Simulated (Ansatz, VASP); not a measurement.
CaO in VASP and in Ansatz

```
CELL_PARAMETERS angstrom
2.31660 2.31660 0.00000
-2.31660 2.31660 0.00000
0.00000 2.31660 2.31660
ATOMIC_POSITIONS crystal
Ca 0.00000 0.00000 0.00000
O 0.50000 0.50000 0.00000
```

Alike in both runs: functional r2SCAN; k mesh 8 × 8 × 8; no spin polarisation.

Ansatz relaxed the structure, and its values are those at the end. VASP's run is a single point on that final structure, the one shown.

|  | VASP | Ansatz |
| --- | --- | --- |
| version | VASP 6.6.1 | Ansatz 0.2.0 |
| potentials or method | VASP PAW PBE potentials, release 64 (Ca_sv, O) | PAW with Ansatz's default frozen-core files, scalar-relativistic |
| plane-wave cutoff (eV) | 520 | 500 |
| occupations | gaussian, width 0.01 eV | fixed |
| valence electrons in the cell | 16 | 16 |

```tsv
	VASP	Ansatz	Ansatz less VASP
pressure (GPa)	16.7	15.0	-1.64
```

Caveats: so large a pressure means that the cell lies far from this level's equilibrium, or that cutoff or potentials fall short (VASP); the potentials were made for another functional, which shifts forces and pressure (VASP). A k mesh can miss the band edges.
